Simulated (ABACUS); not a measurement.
# Ta (Im-3m) in ABACUS: further runs

Aim: see how the results for Ta move with the level of theory and the settings. Levels: BLYP, PBEsol, M06-L. Tasks: single point, relaxation of cell and atoms.

Everything below comes from runs of ABACUS 3.10.1. Logs are shortened: lines on timing, memory, paths and dates and some standing lists are left out, and cuts for length are marked.

## Step 1: The crystal as given

Symmetry: Im-3m, No. 229, cubic system. The conventional cell has a = 3.303 Å, b = 3.303 Å, c = 3.303 Å, α = 90.00°, β = 90.00°, γ = 90.00°. Ta (site symmetry m-3m) is surrounded by 8 Ta at 2.86 Å.

## Step 2: Single point, BLYP

Contents of INPUT:

```
INPUT_PARAMETERS
suffix              Ta
calculation         scf
basis_type          pw
pseudo_dir          ./
symmetry            1
dft_functional      GGA_X_B88+GGA_C_LYP
ecutwfc             58
pseudo_rcut         10
nspin               1
nbands              17
ks_solver           dav
smearing_method     fd
smearing_sigma      0.00367493
scf_thr             1e-08
scf_nmax            100
mixing_type         broyden
mixing_beta         0.7
cal_force           1
cal_stress          1
out_chg             1
kpar                4
```

Contents of STRU:

```
ATOMIC_SPECIES
Ta 180.9479 Ta.upf

LATTICE_CONSTANT
1.8897261246

LATTICE_VECTORS
-1.6512800000 1.6512800000 1.6512800000
1.6512800000 -1.6512800000 1.6512800000
1.6512800000 1.6512800000 -1.6512800000

ATOMIC_POSITIONS
Cartesian

Ta
0.0
1
0.0000000000 0.0000000000 0.0000000000 1 1 1
```

Contents of KPT:

```
K_POINTS
0
Gamma
9 9 9 0 0 0
```

Potentials or basis: PseudoDojo NC SR 0.5 PBE standard, plane waves.

The run is started by

```
OMP_NUM_THREADS=1 mpirun -np 4 abacus > log
```

running log:

```text
ABACUS v3.10.1

               Atomic-orbital Based Ab-initio Computation at UStc

 ------------------------------------------------------------------------------------

 READING GENERAL INFORMATION
                           global_out_dir = OUT.Ta/
                           global_in_card = INPUT
                               pseudo_dir = ./
                              orbital_dir =
                                    DSIZE = 4
                                    GSIZE = 1

 READING UNITCELL INFORMATION
                                    ntype = 1
                  lattice constant (Bohr) = 1.88973
              lattice constant (Angstrom) = 1

 READING ATOM TYPE 1
                               atom label = Ta
                      L=0, number of zeta = 1
                      L=1, number of zeta = 1
                      L=2, number of zeta = 1
             number of atom for this type = 1

                        TOTAL ATOM NUMBER = 1
CARTESIAN COORDINATES ( UNIT =       1.889726124600 Bohr ).
    atom                   x                   y                   z     mag                  vx                  vy                  vz
tauc_Ta1            0.0000000000        0.0000000000        0.0000000000  0.0000        0.0000000000        0.0000000000        0.0000000000

                          Volume (Bohr^3) = 121.54
                             Volume (A^3) = 18.0103

 Lattice vectors: (Cartesian coordinate: in unit of a_0)
             -1.65128            +1.65128            +1.65128
             +1.65128            -1.65128            +1.65128
             +1.65128            +1.65128            -1.65128
 Reciprocal vectors: (Cartesian coordinate: in unit of 2 pi/a_0)
                   +0           +0.302795           +0.302795
            +0.302795                  +0           +0.302795
            +0.302795           +0.302795                  +0
 The esolver type has been set to : ksdft_pw

                PAO radial cut off (Bohr) = 10

 Read in pseudopotential file is Ta.upf
                     pseudopotential type = NC
          exchange-correlation functional = PBE
                 nonlocal core correction = 1
                        valence electrons = 13
                                     lmax = 3
                           number of zeta = 4
                     number of projectors = 8
                           L of projector = 0
                           L of projector = 0
                           L of projector = 1
                           L of projector = 1
                           L of projector = 2
                           L of projector = 2
                           L of projector = 3
                           L of projector = 3
 XC functional updated to : GGA_X_B88+GGA_C_LYP
          exchange-correlation functional = GGA_X_B88+GGA_C_LYP
     initial pseudo atomic orbital number = 10

 SETUP THE ELECTRONS NUMBER
            electron number of element Ta = 13
      total electron number of element Ta = 13
            AUTOSET number of electrons:  = 13
                           occupied bands = 7
                                   NBANDS = 17
                                   NLOCAL = 9

%%%%%%%%%%%%%%%%%%%%%%%%%%%%%%%%%%%%%%%%%%%%%%%%%%%%%%%%%%%%%%%%%%%%%%%%%%%%%%%%%%%%%%%%%%%%%%%%%%%%%%%%%%
 Warning: the number of valence electrons in pseudopotential > 5 for Ta: [Xe] 4f14 5d3 6s2
 Pseudopotentials with additional electrons can yield (more) accurate outcomes, but may be less efficient.
 If you're confident that your chosen pseudopotential is appropriate, you can safely ignore this warning.
%%%%%%%%%%%%%%%%%%%%%%%%%%%%%%%%%%%%%%%%%%%%%%%%%%%%%%%%%%%%%%%%%%%%%%%%%%%%%%%%%%%%%%%%%%%%%%%%%%%%%%%%%%

 SETUP THE PLANE WAVE BASIS
 energy cutoff for charge/potential (unit:Ry) = 232
            fft grid for charge/potential = [ 27, 27, 27 ]
                        fft grid division = [ 1, 1, 1 ]
        big fft grid for charge/potential = [ 27, 27, 27 ]
                                     nbxx = 19683
                                     nrxx = 19683

 SETUP PLANE WAVES FOR CHARGE/POTENTIAL
                    number of plane waves = 7155
                         number of sticks = 507

 PARALLEL PW FOR CHARGE/POTENTIAL
     PROC   COLUMNS(POT)             PW
        1            507           7155
 --------------- sum -------------------
        1            507           7155
                            number of |g| = 107
                                  max |g| = 20.9042
                                  min |g| = 0

----------- Double Check Mixing Parameters Begin ------------
mixing_type: broyden
mixing_beta: 0.7
mixing_gg0: 1
[... 21 lines left out ...]
                                    ibrav = 2
                                    IBRAV = 2
                                  BRAVAIS = BODY CENTERED CUBIC
                       LATTICE CONSTANT A = 3.30256
Original cell was already a primitive cell.
                        ROTATION MATRICES = 48
              PURE POINT GROUP OPERATIONS = 48
                   SPACE GROUP OPERATIONS = 48
                              POINT GROUP = O_h
               POINT GROUP IN SPACE GROUP = O_h

 SETUP K-POINTS
                                    nspin = 1
                   Input type of k points = Monkhorst-Pack(Gamma)
                                   nkstot = 729
                       right hand lattice = 1
(for reciprocal lattice: )
                             BRAVAIS TYPE = 3
                     BRAVAIS LATTICE NAME = 03. Cubic F (face-centered)
                                    ibrav = 3
                       right hand lattice = 1
(for k-lattice: )
                             BRAVAIS TYPE = 3
                     BRAVAIS LATTICE NAME = 03. Cubic F (face-centered)
                                    ibrav = 3
                       right hand lattice = 1
                        ROTATION MATRICES = 48
                               nkstot_ibz = 35
K-POINTS REDUCTION ACCORDING TO SYMMETRY
     IBZ    DIRECT_X    DIRECT_Y    DIRECT_Z  WEIGHT  ibz2bz
       1  0.00000000  0.00000000  0.00000000  0.0014       0
       2 -0.11111111  0.11111111  0.00000000  0.0165       1
       3 -0.22222222  0.22222222  0.00000000  0.0165       2
       4 -0.33333333  0.33333333  0.00000000  0.0165       3
       5 -0.44444444  0.44444444  0.00000000  0.0165       4
       6 -0.22222222  0.11111111  0.11111111  0.0329      10
[... 22 lines left out ...]
      29 -0.44444444  0.44444444  0.22222222  0.0329     203
      30 -0.44444444  0.33333333  0.33333333  0.0329     204
[... 5 further k points ...]

                               nkstot now = 35
[... K-POINTS DIRECT COORDINATES: 35 rows ...]

           k-point number in this process = 9
       minimum distributed K point number = 8
[... stars of the k points ...]

[... K-POINTS CARTESIAN COORDINATES: 9 rows ...]

[... K-POINTS DIRECT COORDINATES: 9 rows ...]

 SETUP PLANE WAVES FOR WAVE FUNCTIONS
     energy cutoff for wavefunc (unit:Ry) = 58
              fft grid for wave functions = [ 27, 27, 27 ]
                    number of plane waves = 1433
                         number of sticks = 173

 PARALLEL PW FOR WAVE FUNCTIONS
     PROC   COLUMNS(POT)             PW
        1            173           1433
 --------------- sum -------------------
        1            173           1433

 SETUP NONLOCAL PSEUDOPOTENTIALS IN PLANE WAVE BASIS
 Ta non-local projectors:
 projector 1 L=0
 projector 2 L=0
 projector 3 L=1
 projector 4 L=1
 projector 5 L=2
 projector 6 L=2
 projector 7 L=3
 projector 8 L=3
      TOTAL NUMBER OF NONLOCAL PROJECTORS = 32

 Init Non-Local PseudoPotential table :
 Init Non-Local-Pseudopotential done.

                                     npwx = 935

 Make real space PAO into reciprocal space.
       max mesh points in Pseudopotential = 1001
     dq(describe PAO in reciprocal space) = 0.01
                                    max q = 918

 number of pseudo atomic orbitals for Ta is 4
WARNING: norm of atomic wavefunction # 3 of atomic type Ta is 0.999937, renormalized
WARNING: norm of atomic wavefunction # 4 of atomic type Ta is 0.999865, renormalized

 -------------------------------------------
 SELF-CONSISTENT
 -------------------------------------------
                                 init_chg = atomic

 PW ALGORITHM --------------- ION=   1  ELEC=   1--------------------------------
 Notice: Threshold on eigenvalues was too large.
 hsover_error=0.13 > DRHO=0.01533
 Origin diag ethr = 0.01
 New diag ethr = 0.000117923

 Density error is 0.0155302147735
                          Error Threshold = 0.000117922939374
----------------------------------------------------------
     Energy           Rydberg                 eV
----------------------------------------------------------
 E_KohnSham     -129.8742070763      -1767.0292394702
 E_Harris       -130.5487363461      -1776.2066810071
 E_Fermi        1.4176773836         19.2884903427
----------------------------------------------------------
[... 51 lines left out ...]
 Density error is 6.93380932037e-10
                          Error Threshold = 1.24906156516e-10
----------------------------------------------------------
     Energy           Rydberg                 eV
----------------------------------------------------------
 E_KohnSham     -129.8769466560      -1767.0665133643
 E_KS(sigma->0) -129.8764291837      -1767.0594727914
 E_Harris       -129.8768933135      -1767.0657876019
 E_band         -7.2901720269        -99.1878789657
 E_one_elec     -16.7939850837       -228.4938892648
 E_Hartree      14.7728972229        200.9955781997
 E_xc           -29.3070003797       -398.7421964526
 E_Ewald        -98.5478234708       -1340.8119247008
 E_entropy(-TS) -0.0010349448        -0.0140811459
 E_descf        0.0000000000         0.0000000000
 E_exx          0.0000000000         0.0000000000
 E_Fermi        1.4002736754         19.0517007452
----------------------------------------------------------

 charge density convergence is achieved
 final etot is -1767.0665134 eV
 EFERMI = 19.051700745 eV

 STATE ENERGY(eV) AND OCCUPATIONS    NSPIN == 1
 1/9 kpoint (Cartesian) = 0.0000 0.0000 0.0000 (935 pws)
       1       -48.1705     0.00274348
       2       -14.0993     0.00274348
       3       -14.0993     0.00274348
       4       -14.0993     0.00274348
       5        11.1992     0.00274348
       6        19.6226    3.01935e-08
[... 9 lines left out ...]
      16        47.1238        0.00000
[... 82 lines left out ...]
       4       -14.1351      0.0658436
       5        12.7132      0.0658436
       6        18.8887      0.0634109
[... 9 lines left out ...]
      16        43.3807        0.00000
      17        49.3300        0.00000

[... levels at 3 further k points ...]

------------------------------------------------------------------------------------------
 TOTAL-FORCE (eV/Angstrom)
------------------------------------------------------------------------------------------
                       Ta1         0.0000000000         0.0000000000         0.0000000000
------------------------------------------------------------------------------------------

----------------------------------------------------------------
 TOTAL-STRESS (KBAR)
----------------------------------------------------------------
        81.6613810507        -0.0000000000        -0.0000000000
        -0.0000000000        81.6613810507         0.0000000000
         0.0000000000         0.0000000000        81.6613810507
----------------------------------------------------------------
 TOTAL-PRESSURE: 81.661381 KBAR

 --------------------------------------------
 !FINAL_ETOT_IS -1767.0665133643237823 eV
 --------------------------------------------
```

Run time: 2.1 s. Hardware: 4 MPI ranks of Intel Xeon Platinum 8488C (Sapphire Rapids), shared host; peak memory 0.24 GiB.

Results:

```yaml
Free_energy: -1767.0665 eV
Pressure: 8.2 GPa
Band_gap_on_the_k_mesh: none (metal or under the smearing width)
```

Levels at points of the mesh, in eV from the Fermi level:
```tsv
k point	band 2	band 3	band 4	band 5	band 6	band 7	band 8	band 9	band 10	band 11
(0.00, 0.00, 0.00)	-33.15	-33.15	-33.15	-7.85	0.57	0.57	0.57	3.86	3.86	14.69
```

Caveat: the potentials were made for another functional, which shifts forces and pressure. The run has no spin-orbit coupling, so splittings on Ta are missing.

[end of part 1 of 3]
